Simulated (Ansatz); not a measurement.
Input and command of a plane-wave DFT calculation in Ansatz:

```yaml
crystal:
  lattice:
    - [3.1784537602, -0.0052245959, -0.0329138086]
    - [-1.5937515129, 2.7916314018, 0.0254977596]
    - [-0.0536269953, 0.0170092127, 5.1648058109]
  atoms:
    - { symbol: Ga, position: [0.3321352755, 0.6668066441, 0.9975648916] }
    - { symbol: Ga, position: [0.66388696, 0.3401412139, 0.4945561091] }
    - { symbol: "N", position: [0.3242561968, 0.6628300667, 0.3783029805] }
    - { symbol: "N", position: [0.6797215677, 0.3302220753, 0.8795760188] }
basis:
  ecutwfc: 420
kpoints:
  mp_grid: { grid: [12, 12, 6] }
hamiltonian:
  xc: pbesol
scf:
  occupations: { method: gaussian, width: 0.05 }
output:
  forces: true
  stress: true
  eigenvalues: true
```

```bash
ansatz run input.yaml --threads 2 --pin off --max-ram 5120MiB --backend cpu --events-out ev --progress --plain --runs-dir out
```

Processor: Intel(R) Xeon(R) Processor @ 2.70GHz, 2 threads, on a host shared with other jobs.

Task: How long does it run, and how much memory does it take?

Result: About 27 s on 2 threads of Intel(R) Xeon(R) Processor @ 2.70GHz, with other jobs on the host, peak memory 0.7 GiB. It solves 22 bands at 436 k points (the mesh reduced by the symmetry that the task leaves, which can be less than the crystal's) with about 903 plane waves, in 7 SCF iterations.
